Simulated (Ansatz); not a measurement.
## PtSe2: competing structures

Level of theory: DFT PBE, scalar-relativistic, plane waves, PAW in Ansatz 0.2.0. All cells share a 420 eV cutoff and Γ-centred k meshes spaced at most about 0.3 Å⁻¹ (about 0.25 or finer for metals, 2π included). No spin polarisation.

The zero of energy is the elements' standard structures at the same level; no fitted shifts are applied.

All energies are static (0 K, no zero-point motion). Only the structures computed here compete, so a lower one can exist. No dispersion correction is applied, so the spacing and binding between layers, chains or molecules are poorly described (P-3m1, P4/nmm, Cmm2, I4/mmm), and this can change margins and order among such cells. Spin–orbit coupling, which can matter for Pt, is left out. Kohn–Sham gaps at this level usually fall short of measured ones. The reference form of Se is held partly by dispersion forces, which this level lacks.

Invented guesses and database cells were relaxed alike, and ends that match in structure were merged. ΔE counts from the first row. Coordination counts Se atoms around Pt (those within 1.25 times the shortest such distance or 1.15 times the sum of covalent radii, 1.27 where that leaves under three; a plus sign parts nearer from farther groups; the shortest distance is added where it exceeds 1.18 times the sum of covalent radii). The ends were matched against large subsets of the Crystallography Open Database and the Materials Project, so a missing match doesn't prove that a structure is unreported.

```tsv
#	reached from	type and space group	atoms	Å³/atom	coordination	ΔE (meV/atom)	gap on mesh (eV)	in databases	checks
1	a cell as deposited in COD	cadmium iodide, P-3m1 (No. 164)	3	26.4	Pt 6	0	0.88	COD	no imaginary mode on a 2×2×1 q mesh
2	CaCl2 type (Pnnm)	CaCl2, Pnnm (No. 58)	6	21.4	Pt 6	188	0.00	no match	-
3	ThAs2 type (P4/nmm)	P4/nmm (No. 129)	6	23.3	Pt 5	523	0.00	no match	-
4	random cell	Cmm2 (No. 35)	3	26.7	Pt 4	571	0.00	no match	-
5	Cr2B type (I4/mcm)	I4/mcm (No. 140)	6	19.5	Pt 8	636	0.00	no match	-
6	random cell	P4/mmm (No. 123)	3	20.8	Pt 8	685	0.00	no match	-
7	MoSi2 (C11b) type (I4/mmm)	I4/mmm (No. 139)	3	20.2	Pt 8	702	0.00	no match	-
8	Li2Pt type (P6/mmm)	P6/mmm (No. 191)	3	18.6	Pt 12 from 3.1 Å	1015	0.00	no match	-
9	random cell	P-6m2 (No. 187)	6	22.1	Pt 6+3	1253	0.00	no match	-
10	cubic Laves (C15) type (Fd-3m)	Fd-3m (No. 227)	6	19.6	Pt 12 from 3.2 Å	1460	0.00	no match	-
```

The lowest: Space group P-3m1 (No. 164), trigonal, a = 3.752 Å, c = 6.499 Å. Around Pt lie 6 Se at 2.53 Å; Se is surrounded by 3 Pt at 2.53 Å. Its energy over the elements is −0.398 eV/atom. It is a structure that the Crystallography Open Database (COD) lists.

```
Pt Se
1.0
     3.75156    0.00000    0.00000
    -1.87578    3.24894    0.00000
     0.00000    0.00000    6.49895
Pt Se
1 2
Direct
  0.00000 0.00000 0.00000
  0.66667 0.33333 0.79895
  0.33333 0.66667 0.20105
```

The second: Space group Pnnm (No. 58), orthorhombic, a = 5.491 Å, b = 5.973 Å, c = 3.912 Å. Around Pt lie 6 Se at 2.55–2.59 Å; around Se lie 3 Pt at 2.55–2.59 Å. Counting Se atoms around Pt, the first and the second both have Pt 6. Shaken at random and relaxed again, row 1 came back. Cells without such a test can be saddle points.

```cif
data_structure
_symmetry_space_group_name_H-M 'Pnnm'
_symmetry_Int_Tables_number 58
_cell_length_a 5.4910
_cell_length_b 5.9729
_cell_length_c 3.9120
_cell_angle_alpha 90.000
_cell_angle_beta 90.000
_cell_angle_gamma 90.000
_cell_volume 128.30
loop_
_atom_site_label
_atom_site_type_symbol
_atom_site_symmetry_multiplicity
_atom_site_Wyckoff_symbol
_atom_site_fract_x
_atom_site_fract_y
_atom_site_fract_z
_atom_site_occupancy
Pt1 Pt 2 a 0.50000 0.50000 0.50000 1
Se1 Se 4 g 0.26676 0.87685 0.50000 1
```

Some types were kept out of the candidates beforehand, so the set may lack a known form.
